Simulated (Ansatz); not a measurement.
## A strain series on KF (zincblende): epitaxial in the xy plane

Zincblende KF, relaxed with r2SCAN in Ansatz, then strained (epitaxial in the xy plane; changes of length per length, axes as in the cell below) with the atoms relaxed again within the symmetry that is left. Space group F-43m (No. 216), cubic; conventional cell a = 5.871 Å, 25.29 Å³ an atom. Around K lie 4 F at 2.54 Å; around F lie 4 K at 2.54 Å. All values are calculated for a non-magnetic cell, which may be hypothetical.

```
CELL_PARAMETERS angstrom
0.00000 2.93540 2.93540
2.93540 0.00000 2.93540
2.93540 2.93540 0.00000
ATOMIC_POSITIONS crystal
K 0.00000 0.00000 0.00000
F 0.25000 0.25000 0.25000
```

Gaps are the least over each mesh (PBE 8×8×8, r2SCAN 8×8×8 when unstrained) and the special points, which keep their unstrained names; stress is the change from the unstrained cell, compression positive.

```
strain (%)  free normal strain (%)  gap, PBE (eV)  gap, r2SCAN (eV)   edges, r2SCAN  in-plane stress, r2SCAN (GPa)  energy rise, r2SCAN (meV/atom)
     -4.25                   +7.08          5.185             5.765           X → Γ                          +0.36                             2.1
       0.0                    0.00          5.169             5.748           W → Γ                           0.00                             0.0
      +4.0                   -8.83          5.181             5.765           X → Γ                          +0.11                            -0.2
     +4.11                   -9.14          5.180             5.764  Γ–X (0.88) → Γ                          +0.12                            -0.2
```

Task: Estimate the row for a strain of -1.53 %.

Result:
```
strain (%)  free normal strain (%)  gap, PBE (eV)  gap, r2SCAN (eV)          edges, r2SCAN  in-plane stress, r2SCAN (GPa)  energy rise, r2SCAN (meV/atom)
     -1.53                   +2.85          5.169             5.748  (3/8, -1/2, -1/8) → Γ                          +0.06                             0.2
```

With r2SCAN the edges change from W → Γ (indirect) to X → Γ (indirect) between 0.0 and +4.0 %. With PBE the edges change from X → Γ (indirect) to W → Γ (indirect) between -1.53 and 0.0 %. With PBE the edges change from W → Γ (indirect) to X → Γ (indirect) between 0.0 and +4.0 %.

Where an edge lies off the special points, it is a point of the mesh or the k point where a search put PBE's edge or least direct gap, reused for the other functionals, whose own edges may lie a little apart.
